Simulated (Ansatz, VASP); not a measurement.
# One calculation of Cu, two programs

The input INCAR:

```
PREC = Accurate ; ENCUT = 520
EDIFF = 1E-6 ; ISMEAR = 0
SIGMA = 0.1 ; LREAL = F
LASPH = T ; NELM = 80
ALGO = Normal ; ISIF = 2
LWAVE = F ; LCHARG = F
GGA = PE ; NBANDS = 18
```

The input KPOINTS:

```
regular mesh
0
Gamma
  6 6 4
```

File POSCAR:

```
Cu
1.0
    2.5340966698      0.0000000000      0.0000000000
   -1.2670483349      2.1945920917      0.0000000000
    0.0000000000      0.0000000000      4.1125710000
Cu
2
Direct
    0.3480823739      0.6525835851      0.2580696157
    0.6677990667      0.3296995077      0.7459900834
```

Input for Ansatz:

```yaml
crystal:
  lattice:
    - [2.5340966698, 0.0, 0.0]
    - [-1.2670483349, 2.1945920917, 0.0]
    - [0.0, 0.0, 4.112571]
  atoms:
    - { symbol: Cu, position: [0.3480823739, 0.6525835851, 0.2580696157] }
    - { symbol: Cu, position: [0.6677990667, 0.3296995077, 0.7459900834] }
basis:
  ecutwfc: 420
kpoints:
  mp_grid: { grid: [6, 6, 4] }
hamiltonian:
  xc: pbe
scf:
  occupations: { method: gaussian, width: 0.1 }
output:
  forces: true
  stress: true
  eigenvalues: true
```

Alike in both runs: task single point; functional PBE; k mesh 6 × 6 × 4; occupations gaussian, width 0.1 eV; no spin polarisation.

|  | VASP | Ansatz |
| --- | --- | --- |
| version | VASP 6.6.1 | Ansatz 0.2.0 |
| potentials or method | VASP PAW PBE potentials, release 64 (Cu) | scalar-relativistic, plane waves, PAW |
| plane-wave cutoff (eV) | 520 | 420 |
| valence electrons in the cell | 22 | 38 |

|  | VASP | Ansatz | Ansatz less VASP |
| --- | --- | --- | --- |
| gap on the k mesh at the Fermi level (eV) | none | none | - |
| pressure (GPa) | 8.6 | 8.0 | -0.58 |
| largest component of the traceless stress (GPa) | 0.95 | 0.90 | -0.045 |
| rms of the force components (eV/Å) | 0.259 | 0.259 | +0.0003 |

Atom by atom the forces differ by 0.003 eV/Å (rms over components). A gap of «none» marks a metal or a gap that the smearing closes. The two sets of potentials don't hold the same shells in valence.

Caveats: the k mesh is coarse (spacing up to 0.48 Å⁻¹), so the values aren't converged.
